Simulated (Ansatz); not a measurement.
Reactions of C9H18O, SMILES `CCCCCCCC(C)=O`.

Gas-phase electronic energies from Ansatz, PBE0-D4/def2-TZVP geometries. CCSD(T)/CBS adds triple-zeta CCSD(T) − MP2 to the extrapolated MP2 energy (def2 sets, frozen cores). This one scheme is used for every species. Functionals use def2-TZVPP. Each species was taken in one conformer, which may not be the lowest.

| reaction | ωB97X-V (eV) | r2SCAN-D4 (eV) | ωB97M-V (eV) | MP2/CBS(def2) (eV) | CCSD(T)/CBS(def2) (eV) |
| --- | --- | --- | --- | --- | --- |
| `CCCCCCCC(C)=O` → `CCCCC(=O)CCCC` | -0.05 | -0.07 | -0.05 | -0.05 | -0.05 |
| `CCCCCCCC(C)=O` + CH₃OH → `CCCCCO` + `CCCC(C)=O` | -0.12 | -0.15 | -0.12 | -0.09 | -0.11 |
| `CCCCCCCC(C)=O` + tert-butanol → `CC(=O)OC(C)(C)C` + `CCCCCCC` | -0.55 | -0.61 | -0.52 | -0.46 | -0.47 |
| `CCCCCCCC(C)=O` → `CC(C)CC(=O)CC(C)C` | -0.14 | -0.16 | -0.15 | -0.19 | -0.16 |
| `CCCCCCCC(C)=O` + H₂ → `CCCCCCCC=O` + CH₄ | -0.39 | -0.39 | -0.39 | -0.35 | -0.39 |

Largest T1 diagnostic: 0.013, for `CC(=O)OC(C)(C)C`.
